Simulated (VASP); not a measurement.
# B (P6_3/mmc) in VASP: further runs

One crystal, B, is run at these levels: PBE; tasks: single point, relaxation of cell and atoms.

Program: VASP 6.6.1. These are calculated values, not measurements. Logs are shortened: lines on timing, memory, paths and dates and some standing lists are left out, and cuts for length are marked.

### 1 The crystal as given

Symmetry: P6_3/mmc, No. 194, hexagonal system. The conventional cell has a = 2.963 Å, b = 2.963 Å, c = 9.152 Å, α = 90.00°, β = 90.00°, γ = 120.00°. B (site symmetry 3m) has 4 B at 1.72 to 1.80 Å as nearest neighbours. Around B (site symmetry -6m2) lie 3 B at 1.71 Å. B (site symmetry -6m2) is surrounded by 5 B at 1.71 to 1.72 Å. B (site symmetry -3m) is surrounded by 6 B at 1.80 Å.

The cell was built by a generator and needn't be a form met in nature.

### 2 Single point, PBE

Input file INCAR:

```
SYSTEM = B
PREC     = Accurate       ! precision mode
ENCUT    = 520            ! plane-wave cutoff, eV
EDIFF    = 1E-7           ! SCF threshold, eV
ISMEAR   = 0              ! smearing method
SIGMA    = 0.1            ! smearing width, eV
LREAL    = .False.        ! projectors in reciprocal space
LASPH    = .True.         ! aspherical terms in the spheres
NELM     = 60             ! most SCF steps
ALGO     = Fast           ! electronic algorithm
ISIF     = 2              ! what is computed and relaxed
LWAVE    = .False.        ! write WAVECAR
LCHARG   = .False.        ! write CHGCAR
GGA      = PE             ! functional
NBANDS   = 26             ! bands
```

Input file KPOINTS:

```
Automatic mesh
0
Gamma
  15 15 4
  0 0 0
```

Input file POSCAR:

```
B
1.0
    2.9632745397      0.0000000000      0.0000000000
   -1.4816372699      2.5662710298      0.0000000000
    0.0000000000      0.0000000000      9.1518517044
B
10
Direct
    0.3333333333      0.6666666667      0.5624893892
    0.6666666667      0.3333333333      0.0624893892
    0.0000000000      0.0000000000      0.7500000000
    0.3333333333      0.6666666667      0.9375106108
    0.0000000000      0.0000000000      0.2500000000
    0.6666666667      0.3333333333      0.4375106108
    0.3333333333      0.6666666667      0.7500000000
    0.0000000000      0.0000000000      0.5000000000
    0.6666666667      0.3333333333      0.2500000000
    0.0000000000      0.0000000000      0.0000000000
```

Potentials or basis: VASP PAW PBE potentials, release 64 (B).

Started as:

```
$ cat potpaw_PBE.64/B/POTCAR > POTCAR
$ mpirun -np 1 vasp_std > vasp.out
```

OUTCAR:

```text
SYSTEM = B
   PREC = Accurate
   ENCUT = 520
   EDIFF = 1E-7
   ISMEAR = 0
   LREAL = .False.
   LASPH = .True.
   NELM = 60
   ISIF = 2
   GGA = PE

 ion  position               nearest neighbor table
   1  0.333  0.667  0.562-   7 1.72   8 1.80   8 1.80   8 1.80   6 2.06   6 2.06   6 2.06
   2  0.667  0.333  0.062-   9 1.72  10 1.80  10 1.80  10 1.80   4 2.06   4 2.06   4 2.06
   3  0.000  0.000  0.750-   7 1.71   7 1.71   7 1.71
   4  0.333  0.667  0.938-   7 1.72  10 1.80  10 1.80  10 1.80   2 2.06   2 2.06   2 2.06
   5  0.000  0.000  0.250-   9 1.71   9 1.71   9 1.71
   6  0.667  0.333  0.438-   9 1.72   8 1.80   8 1.80   8 1.80   1 2.06   1 2.06   1 2.06
   7  0.333  0.667  0.750-   3 1.71   3 1.71   3 1.71   4 1.72   1 1.72
   8  0.000  0.000  0.500-   1 1.80   6 1.80   6 1.80   1 1.80   6 1.80   1 1.80
   9  0.667  0.333  0.250-   5 1.71   5 1.71   5 1.71   6 1.72   2 1.72
  10  0.000  0.000  0.000-   2 1.80   4 1.80   2 1.80   4 1.80   2 1.80   4 1.80

  LATTYP: Found a hexagonal cell.
 ALAT       =     2.9632745397
 C/A-ratio  =     3.0884251802

  Lattice vectors:

 A1 = (   2.9632745397,   0.0000000000,   0.0000000000)
 A2 = (  -1.4816372699,   2.5662710298,   0.0000000000)
 A3 = (   0.0000000000,   0.0000000000,   9.1518517044)

Analysis of symmetry for initial positions (statically):
=====================================================================
 Subroutine PRICEL returns:
 Original cell was already a primitive cell.

 Routine SETGRP: Setting up the symmetry group for a
 hexagonal supercell.

 Subroutine GETGRP returns: Found 24 space group operations
 (whereof 12 operations were pure point group operations)
 out of a pool of 24 trial point group operations.

The static configuration has the point symmetry D_3d.
 The point group associated with its full space group is D_6h.

Analysis of symmetry for dynamics (positions and initial velocities):
=====================================================================
 Subroutine PRICEL returns:
 Original cell was already a primitive cell.

 Routine SETGRP: Setting up the symmetry group for a
 hexagonal supercell.

 Subroutine GETGRP returns: Found 24 space group operations
 (whereof 12 operations were pure point group operations)
 out of a pool of 24 trial point group operations.

The dynamic configuration has the point symmetry D_3d.
 The point group associated with its full space group is D_6h.

 Subroutine INISYM returns: Found 24 space group operations
 (whereof 12 operations are pure point group operations),
 and found     1 'primitive' translations

----------------------------------------------------------------------------------------

                                     Primitive cell

  volume of cell :      69.5959

  direct lattice vectors                    reciprocal lattice vectors
     2.963274540  0.000000000  0.000000000     0.337464513  0.194835228  0.000000000
    -1.481637270  2.566271030  0.000000000     0.000000000  0.389670455  0.000000000
     0.000000000  0.000000000  9.151851704     0.000000000  0.000000000  0.109267505

  length of vectors
     2.963274540  2.963274540  9.151851704     0.389670455  0.389670455  0.109267505

  position of ions in fractional coordinates (direct lattice)
     0.333333333  0.666666667  0.562489389
     0.666666667  0.333333333  0.062489389
     0.000000000  0.000000000  0.750000000
     0.333333333  0.666666667  0.937510611
     0.000000000  0.000000000  0.250000000
     0.666666667  0.333333333  0.437510611
     0.333333333  0.666666667  0.750000000
     0.000000000  0.000000000  0.500000000
     0.666666667  0.333333333  0.250000000
     0.000000000  0.000000000  0.000000000

  ion indices of the primitive-cell ions
   primitive index   ion index
                 1           1
                 2           2
                 3           3
                 4           4
                 5           5
                 6           6
                 7           7
                 8           8
                 9           9
                10          10

----------------------------------------------------------------------------------------

 KPOINTS: Automatic mesh

Automatic generation of k-mesh.
 Grid dimensions read from file:
 generate k-points for:   15   15    4

 Generating k-lattice:

  Cartesian coordinates                     Fractional coordinates (reciprocal lattice)
     0.022497634  0.012989015  0.000000000     0.066666667  0.000000000  0.000000000
     0.000000000  0.025978030  0.000000000     0.000000000  0.066666667  0.000000000
     0.000000000  0.000000000  0.027316876     0.000000000  0.000000000  0.250000000

  Length of vectors
     0.025978030  0.025978030  0.027316876

  Shift w.r.t. Gamma in fractional coordinates (k-lattice)
     0.000000000  0.000000000  0.000000000

 Subroutine IBZKPT returns following result:
 ===========================================

 Found     81 irreducible k-points:

 Following reciprocal coordinates:
            Coordinates               Weight
  0.000000  0.000000  0.000000      1.000000
  0.066667  0.000000  0.000000      6.000000
  0.133333  0.000000  0.000000      6.000000
  0.200000  0.000000  0.000000      6.000000
  0.266667  0.000000  0.000000      6.000000
  0.333333  0.000000  0.000000      6.000000
[... 16 lines left out ...]
  0.333333  0.200000  0.000000     12.000000
  0.400000  0.200000  0.000000      6.000000
 [... further k-points ...]
   k-points           NKPTS =     81   k-points in BZ     NKDIM =     81   number of bands    NBANDS=     26
   number of dos      NEDOS =    301   number of ions     NIONS =     10
   total plane-waves  NPLWV =  40320
   dimension x,y,z NGX =    24 NGY =   24 NGZ =   70
   dimension x,y,z NGXF=    48 NGYF=   48 NGZF=  140
   ions per type =              10
   NGX,Y,Z   is equivalent  to a cutoff of  13.46, 13.46, 12.72 a.u.
   NGXF,Y,Z  is equivalent  to a cutoff of  26.93, 26.93, 25.43 a.u.
 SYSTEM =  B
   PREC   = accura    normal or accurate (medium, high low for compatibility)
   ISTART =      0    job   : 0-new  1-cont  2-samecut
   ICHARG =      2    charge: 1-file 2-atom 10-const
   ISPIN  =      1    spin polarized calculation?
   LNONCOLLINEAR =      F non collinear calculations
   LSORBIT =      F    spin-orbit coupling
   LASPH  =      T    aspherical Exc in radial PAW
   ENCUT  =  520.0 eV  38.22 Ry    6.18 a.u.   5.51  5.51 17.02*2*pi/ulx,y,z
   NELM   =     60;   NELMIN=  2; NELMDL= -5     # of ELM steps
   EDIFF  = 0.1E-06   stopping-criterion for ELM
   LREAL  =      F    real-space projection
   EDIFFG = 0.1E-05   stopping-criterion for IOM
   NSW    =      0    number of steps for IOM
   IBRION =     -1    ionic relax: 0-MD 1-quasi-New 2-CG
   NFREE  =      0    steps in history (QN), initial steepest desc. (CG)
   ISIF   =      2    stress and relaxation
   ISYM   =      2    0-nonsym 1-usesym 2-fastsym
   POTIM  = 0.5000    time-step for ionic-motion
   TEBEG  =    0.0;   TEEND  =   0.0 temperature during run
   PSTRESS=    0.0 pullay stress
   NELECT =      30.0000    total number of electrons
   NUPDOWN=      -1.0000    fix difference up-down
   EMIN   =  10.00;   EMAX   =-10.00  energy-range for DOS
   EFERMI =   0.00;   METHOD = LEGACY
   ISMEAR =     0;   SIGMA  =   0.10  broadening in eV -4-tet -1-fermi 0-gaus
   EFERMI_NEDOS =   21; number of points for ismear=-14 and -15
   IALGO  =     68    algorithm
   IMIX   =      4    mixing-type and parameters
     AMIX     =   0.40;   BMIX     =  1.00
     AMIX_MAG =   1.60;   BMIX_MAG =  1.00
  volume/ion in A,a.u.               =       6.96        46.97
  Fermi-wavevector in a.u.,A,eV,Ry     =   1.236671  2.336969 20.808135  1.529355
  Thomas-Fermi vector in A             =   2.371270
   LORBIT       =      0    0 simple, 1 ext, 2 COOP (PROOUT), +10 PAW based schemes
   GGA     = PE    functional components
   LHFCALC =     F    Hartree Fock is set to
   AEXX    =    0.0000 exact exchange contribution
   IVDW    =     0    specifies the selected vdW correction
   LEPSILON=     F    determine dielectric tensor
   LRPA    =     F    only Hartree local field effects (RPA)
 non-spin polarized calculation
 RMM-DIIS sequential band-by-band and
 Gauss-broadening in eV      SIGMA  =   0.10
  energy-cutoff  :      520.00
  volume of cell :       69.60
 maximum number of plane-waves:      1912
 NGX is ok and might be reduce to    24
   NGX = 11   NGY = 11   NGZ = 35

 number of electron      30.0000000 magnetization

 Free energy of the ion-electron system (eV)
  ---------------------------------------------------
  ext. energy  EPLUGINS =         0.00000000
  ---------------------------------------------------
  free energy    TOTEN  =       -61.80435410 eV

  energy without entropy =      -61.78988797  energy(sigma->0) =      -61.79712103

 E-fermi :   6.9988     XC(G=0): -11.9491

 val. band max:        6.9921641664   @ k =   0.2667   0.1333   0.5000
 cond. band min:       7.0039556986   @ k =   0.3333   0.1333   0.2500
 fundamental gap:      0.0117915323
 Fermi energy:         6.9988214851

 k-point     1 :       0.0000    0.0000    0.0000
  band No.  band energies     occupation
      1      -9.3884      2.00000
      2      -8.7625      2.00000
      3      -6.5975      2.00000
      4      -3.5785      2.00000
      5      -2.9506      2.00000
      6       1.9845      2.00000
[... 18 lines left out ...]
     25      14.1457      0.00000
     26      14.3758      0.00000

 k-point     2 :       0.0667    0.0000    0.0000
  band No.  band energies     occupation
      1      -9.3099      2.00000
      2      -8.6848      2.00000
      3      -6.5185      2.00000
      4      -3.5094      2.00000
      5      -2.8685      2.00000
      6       2.0409      2.00000
[... 18 lines left out ...]
     25      14.2933      0.00000
     26      14.4604      0.00000

 k-point     3 :       0.1333    0.0000    0.0000
  band No.  band energies     occupation
      1      -9.0747      2.00000
      2      -8.4518      2.00000
      3      -6.2821      2.00000
      4      -3.3032      2.00000
      5      -2.6234      2.00000
      6       2.1964      2.00000
[... 18 lines left out ...]
     25      14.2436      0.00000
     26      15.3129      0.00000

 k-point     4 :       0.2000    0.0000    0.0000
  band No.  band energies     occupation
      1      -8.6834      2.00000
      2      -8.0640      2.00000
      3      -5.8902      2.00000
      4      -2.9638      2.00000
      5      -2.2187      2.00000
      6       1.3676      2.00000
[... 18 lines left out ...]
     25      14.3715      0.00000
     26      15.3707      0.00000
[... 496 lines left out ...]
      1      -6.5123      2.00000
      2      -5.9086      2.00000
      3      -3.7821      2.00000
      4      -1.9880      2.00000
      5      -1.4684      2.00000
      6      -1.2477      2.00000
[... 18 lines left out ...]
     25      14.9291      0.00000
     26      15.5731      0.00000

 k-point    23 :       0.3333    0.2000    0.0000
  band No.  band energies     occupation
      1      -5.5973      2.00000
      2      -4.9964      2.00000
      3      -3.4694      2.00000
      4      -2.7587      2.00000
      5      -2.7270      2.00000
      6      -1.3451      2.00000
[... 18 lines left out ...]
     25      15.0306      0.00000
     26      15.5384      0.00000

 k-point    24 :       0.4000    0.2000    0.0000
  band No.  band energies     occupation
      1      -4.5601      2.00000
      2      -4.5412      2.00000
      3      -3.9843      2.00000
      4      -3.9009      2.00000
      5      -1.9973      2.00000
      6      -1.8741      2.00000
[... 18 lines left out ...]
     25      15.0572      0.00000
     26      15.5511      0.00000

 [... further k-points ...]

------------------------ aborting loop because EDIFF is reached ----------------------------------------

  FORCE on cell =-STRESS in cart. coord.  units (eV):
  Direction    XX          YY          ZZ          XY          YZ          ZX
  --------------------------------------------------------------------------------------
  -------------------------------------------------------------------------------------
  Total       -0.0124106     -0.0124106     -0.0029103      0.0000000     -0.0000000      0.0000000
  in kB       -0.2857073     -0.2857073     -0.0669986      0.0000000     -0.0000000      0.0000000
  external PRESSURE =      -0.2128044 kB  Pullay stress =       0.0000000 kB

 VOLUME and BASIS-vectors are now :
 -----------------------------------------------------------------------------
  energy-cutoff  :      520.00
  volume of cell :       69.60
      direct lattice vectors                 reciprocal lattice vectors
     2.963274540  0.000000000  0.000000000     0.337464513  0.194835228  0.000000000
    -1.481637270  2.566271030  0.000000000     0.000000000  0.389670455  0.000000000
     0.000000000  0.000000000  9.151851704     0.000000000  0.000000000  0.109267505

 POSITION                                       TOTAL-FORCE (eV/Angst)
 -----------------------------------------------------------------------------------
     -0.00000      1.71085      5.14782         0.000000      0.000000     -0.004130
      1.48164      0.85542      0.57189        -0.000000     -0.000000     -0.004130
      0.00000      0.00000      6.86389         0.000000     -0.000000      0.000000
     -0.00000      1.71085      8.57996         0.000000      0.000000      0.004130
      0.00000      0.00000      2.28796         0.000000      0.000000      0.000000
      1.48164      0.85542      4.00403        -0.000000     -0.000000      0.004130
     -0.00000      1.71085      6.86389        -0.000000      0.000000      0.000000
      0.00000      0.00000      4.57593         0.000000      0.000000      0.000000
      1.48164      0.85542      2.28796        -0.000000     -0.000000      0.000000
      0.00000      0.00000      0.00000         0.000000      0.000000      0.000000
 -----------------------------------------------------------------------------------
    total drift:                                0.000000      0.000000     -0.000000

  FREE ENERGIE OF THE ION-ELECTRON SYSTEM (eV)
  ---------------------------------------------------
  free  energy   TOTEN  =       -61.8043540980 eV

  energy  without entropy=      -61.7898879692  energy(sigma->0) =      -61.79712103
```

Run time: 4.1 min. Hardware: 1 thread of Intel Xeon Platinum 8488C (Sapphire Rapids), shared host; peak memory 0.24 GiB.

What came out:

| Property | Result |
| --- | --- |
| Free energy | -61.8044 eV |
| Pressure | 0.0 GPa |
| Largest force | 0.004 eV/Å |
| Band gap on the k mesh | none (metal or under the smearing width) |

Forces in eV/Å, atoms in the order of the input:
```
B    0.000  0.000 -0.004
B    0.000  0.000 -0.004
B    0.000  0.000  0.000
B    0.000  0.000  0.004
B    0.000  0.000  0.000
B    0.000  0.000  0.004
B    0.000  0.000  0.000
B    0.000  0.000  0.000
B    0.000  0.000  0.000
B    0.000  0.000  0.000
```

### 3 Relaxation of cell and atoms, PBE

Input file INCAR:

```
SYSTEM = B
ALGO     = Fast           ! electronic algorithm
EDIFF    = 1E-6           ! SCF threshold, eV
EDIFFG   = -0.01          ! ionic threshold
ENCUT    = 600            ! plane-wave cutoff, eV
GGA      = PE             ! functional
IBRION   = 2              ! ionic algorithm
ISIF     = 3              ! what is computed and relaxed
ISMEAR   = 0              ! smearing method
LASPH    = .True.         ! aspherical terms in the spheres
LCHARG   = .False.        ! write CHGCAR
LREAL    = .False.        ! projectors in reciprocal space
LWAVE    = .False.        ! write WAVECAR
NELM     = 60             ! most SCF steps
NSW      = 100            ! ionic steps
PREC     = Accurate       ! precision mode
SIGMA    = 0.1            ! smearing width, eV
```

Input file KPOINTS:

```
k-points
0
Gamma
  15 15 4
  0 0 0
```

Input file POSCAR:

```
B
1.0
    2.9691969905      0.0000000000      0.0000000000
   -1.4845984953      2.5714000226      0.0000000000
    0.0000000000      0.0000000000      9.1075481911
B
10
Direct
    0.3333333333      0.6666666667      0.5617055611
    0.6666666667      0.3333333333      0.0617055611
    0.0000000000      0.0000000000      0.7500000000
    0.3333333333      0.6666666667      0.9382944389
    0.0000000000      0.0000000000      0.2500000000
    0.6666666667      0.3333333333      0.4382944389
    0.3333333333      0.6666666667      0.7500000000
    0.0000000000      0.0000000000      0.5000000000
    0.6666666667      0.3333333333      0.2500000000
    0.0000000000      0.0000000000      0.0000000000
```

Potentials or basis: VASP PAW PBE potentials, release 64 (B).

Started as:

```
$ cat potpaw_PBE.64/B/POTCAR > POTCAR
$ mpirun -np 1 vasp_std > vasp.out
```

It took 6.7 min on 1 thread of Intel Xeon Platinum 8488C (Sapphire Rapids), shared host; peak memory 0.25 GiB.

It converged, with:

```yaml
Free_energy: -61.8122 eV
Relaxed_volume: 6.96 Å³/atom
Relaxed_cell: a = 2.964 Å, b = 2.964 Å, c = 9.150 Å, α = 90.00°, β = 90.00°, γ = 120.00°
Space_group_after_relaxing_to_0.05_Å: P6_3/mmc (No. 194)
Energy_gained_by_relaxing: 0.3 meV/atom
Ionic_steps: 4
Pressure_after_relaxing: -0.1 GPa
Largest_force_after_relaxing: 0.006 eV/Å
Band_gap_on_the_k_mesh: none (metal or under the smearing width)
```

Forces on the atoms (eV/Å):
```
B    0.000  0.000 -0.006
B    0.000  0.000 -0.006
B    0.000  0.000  0.000
B    0.000  0.000  0.006
B    0.000  0.000  0.000
B    0.000  0.000  0.006
B    0.000  0.000  0.000
B    0.000  0.000  0.000
B    0.000  0.000  0.000
B    0.000  0.000  0.000
```

Stress tensor (GPa, compression positive):
```
-0.15  0.00  0.00
 0.00 -0.15  0.00
 0.00  0.00 -0.02
```

Step by step:
```csv
step,energy change (eV),largest force (eV/Å),pressure (GPa),volume (Å³)
1,0.0000,0.0805,-0.26,69.54
2,-0.0021,0.0321,0.32,69.42
3,-0.0023,0.0124,0.55,69.38
4,-0.0027,0.0062,-0.11,69.61
```

Final structure:
```
CELL_PARAMETERS angstrom
2.96374 0.00000 0.00000
-1.48187 2.56668 0.00000
0.00000 0.00000 9.15035
ATOMIC_POSITIONS crystal
B 0.33333 0.66667 0.56248
B 0.66667 0.33333 0.06248
B 0.00000 0.00000 0.75000
B 0.33333 0.66667 0.93752
B 0.00000 0.00000 0.25000
B 0.66667 0.33333 0.43752
B 0.33333 0.66667 0.75000
B 0.00000 0.00000 0.50000
B 0.66667 0.33333 0.25000
B 0.00000 0.00000 0.00000
```

Levels at points of the mesh, in eV from the Fermi level:
```tsv
k point	band 13	band 14	band 15	band 16	band 17	band 18
(0.00, 0.00, 0.00)	-0.99	0.33	0.33	1.62	1.62	2.05
(0.00, 0.00, 0.50)	-0.23	-0.23	1.01	1.01	1.91	1.91
```
